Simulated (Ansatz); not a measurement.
**The polar optical mode of MgO at -1 GPa, worked through**

Method: DFT PBEsol, scalar-relativistic, plane waves, PAW in Ansatz 0.2.0. Cutoff 420 eV, 10×10×10 k-points (Γ-centred), fixed occupations. No spin polarisation. Phonons by linear response, acoustic sum rule imposed.

The cell, relaxed at -1 GPa:
Space group Fm-3m (No. 225). a = 4.223 Å, b = 4.223 Å, c = 4.223 Å, α = 90.00°, β = 90.00°, γ = 90.00°
| atom | site | symmetry | x | y | z |
| --- | --- | --- | --- | --- | --- |
| Mg | 4a | m-3m | 0.0000 | 0.0000 | 0.0000 |
| O | 4b | m-3m | 0.5000 | 0.0000 | 0.0000 |

Linear response gives ν_TO = 381.6 cm⁻¹, Born charges ±1.983 e (positive on Mg) and ε∞ = 3.253. The primitive cell holds 18.830 Å³, and the masses are 24.305 and 15.999 amu.

**Question.** Find ν_LO and the static dielectric constant.

**Answer.** The long-wave field adds a restoring force: ω_LO² − ω_TO² = Z*²e²/(ε_vac ε∞ μV). In these units ν_LO² − ν_TO² = 4.92064×10⁷ Z*²/(μ V ε∞) cm⁻², with μ = m₁m₂/(m₁ + m₂) = 9.648 amu: 327401 cm⁻². So ν_LO = √(381.6² + 327401) = 687.8 cm⁻¹, and the run gives 687.8. Lyddane–Sachs–Teller then gives ε0 = ε∞ (ν_LO/ν_TO)² = 10.57, against 10.57 in the run (it forms both from the same three quantities, so the match checks the arithmetic only). Between ν_TO and ν_LO the dielectric function is negative and an undamped crystal reflects fully: a reststrahlen band from 14.5 to 26.2 μm.

**Question.** What do the Clausius–Mossotti polarisability and the Szigeti charge come to?

**Answer.** With the Lorentz local field, α = (3V/4π)(ε∞ − 1)/(ε∞ + 2) = 1.93 Å³ for the pair, and e_S = 3Z*/(ε∞ + 2) = 1.13 e. The Born charge includes the electrons' response to the dipole's own local field, and e_S takes that enhancement out. The Lorentz field assumes point-like polarisable ions, a fair picture at this small ε∞.

**Question.** How strongly does a slow electron couple to the LO mode?

**Answer.** For one isotropic parabolic band, Fröhlich's constant is α_F = (1/ε∞ − 1/ε0) √(m* Ry/ħω_LO), with Ry = 13.606 eV, ħω_LO = 85.3 meV and m* in free-electron masses: α_F = 0.2128 × 12.63 × √m* = 2.69 √m*. The band mass isn't part of this run; for m* = 0.1, 0.3 and 1 it gives 0.85, 1.47, 2.69. In weak coupling the polaron lies α_F ħω_LO below the band edge (126 meV at m* = 0.3) with a mass m*(1 + α_F/6); past α_F of about 5 or 6 that expansion fails. A semilocal functional's ε∞ tends to be too large, which taken alone lowers α_F.

Cost: 1 run of about 0.14 core-minutes, on Intel Xeon Processor @ 2.70GHz (shared hosts).